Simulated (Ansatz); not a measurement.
## How far is this CdS from the hull?

Computed with DFT PBE, scalar-relativistic, plane waves, PAW in Ansatz 0.2.0. All cells share a 420 eV cutoff and Γ-centred k meshes spaced at most about 0.3 Å⁻¹ (2π included). No spin polarisation.

Energies over the elements count from the elements' standard structures at the same level, with no fitted energy shifts.

All energies are static (0 K, no zero-point motion). The reference form of S is held partly by dispersion forces, which this level lacks.

The competitors are the elements and 1 reference phase of this chemical system (from databases or known types: CdS), relaxed at the same level; other known phases may be missing.

The candidate was reached from: MnAs type (P6_3/mmc).

```
Cd S
1.0
     3.87758    0.00000    0.00000
    -1.93879    3.35808    0.00000
     0.00000    0.00000    6.47752
Cd S
2 2
Direct
  0.00000 0.00000 0.00000
  0.00000 0.00000 0.50000
  0.33333 0.66667 0.25000
  0.66667 0.33333 0.75000
```

Question: Is it stable, and against what?

Answer: Not the lowest form: another structure of the same formula lies lower. Its formation energy is -0.482 eV/atom. The lowest competing phase at this composition is this:

```
phase       space group  source  share of atoms  ΔE_f (eV/atom)
  CdS  P6_3mc (No. 186)     COD          1.0000          -0.660
```

The candidate lies 178 meV/atom above this phase (177 meV/atom from unrounded values). The candidate matches no cell in the subsets of the Crystallography Open Database and the Materials Project at hand. It is metastable at best. Whether it is a true minimum wasn't tested by phonons. It has the nickel arsenide type.
